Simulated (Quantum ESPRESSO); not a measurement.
**Pr in Quantum ESPRESSO: convergence with density cutoff**

Pr:

```xyz
1
Lattice="-2.0974 2.0974 2.0974 2.0974 -2.0974 2.0974 2.0974 2.0974 -2.0974" Properties=species:S:1:pos:R:3 pbc="T T T"
Pr    0.0000    0.0000    0.0000
```

This isn't the form of Pr at room conditions, which is double hcp.

- Program: Quantum ESPRESSO 7.5
- Task: single point
- Functional: PBE
- Potentials or basis: SSSP 1.3 efficiency PBE
- Cutoff: 748 eV
- Density cutoff: 2993 eV
- k mesh: 9 × 9 × 9
- Occupations: gaussian, width 0.1 eV
- Spin: collinear spin, ferromagnetic start
- Starting moments: [2.0] μB

These are the settings of the first run; the series varies density cutoff, with any setting tied to it.

Hardware: 1 thread of Arm Neoverse V2, on a shared host.

| density cutoff | energy less the tightest run, at zero smearing (meV/atom) | SCF cycles | CPU time (s) | peak memory (GiB) |
| --- | --- | --- | --- | --- |
| 220 Ry | 0.00 | 17 | 79 | 0.19 |
| 275 Ry | 0.00 | 17 | 82 | 0.24 |
| 330 Ry | 0.00 | 17 | 86 | 0.29 |
| 385 Ry | 0.00 | 17 | 90 | 0.38 |
| 440 Ry | 0.00 | 17 | 93 | 0.43 |
| 550 Ry | 0.00 | 17 | 100 | 0.58 |
| 660 Ry | 0.00 | 17 | 110 | 0.74 |
| 880 Ry | 0.00 | 17 | 150 | 1.1 |

Against the tightest run, the energy stays within 1 meV/atom from 220 Ry on. The tightest run that finished is the yardstick and may itself not be fully converged.

Caveat, for the tightest run too: the magnetic or orbital state may not be the lowest. The state reached can hang on the start; a lower one may exist.
